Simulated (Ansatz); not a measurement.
An element in the bcc structure gives these cold pressures by all-electron LAPW under PBE (Ansatz 0.2.0, scalar-relativistic, no spin polarisation).

```json
{"V (Å³/atom)": "14.64", "P (GPa)": "0.01"}
{"V (Å³/atom)": "13.91", "P (GPa)": "5.42"}
{"V (Å³/atom)": "12.45", "P (GPa)": "21.5"}
{"V (Å³/atom)": "10.98", "P (GPa)": "49.4"}
{"V (Å³/atom)": "9.52", "P (GPa)": "99.1"}
{"V (Å³/atom)": "8.05", "P (GPa)": "194.1"}
{"V (Å³/atom)": "6.59", "P (GPa)": "390.1"}
{"V (Å³/atom)": "5.86", "P (GPa)": "564.6"}
```

**Question.** Which element is it?

**Answer.** Si. Its zero-pressure volume in this structure is near 14.6 Å³/atom; the volume and the steepness of P(V) together point to it, though neighbours can come close. Neighbours weren't tried against these numbers.
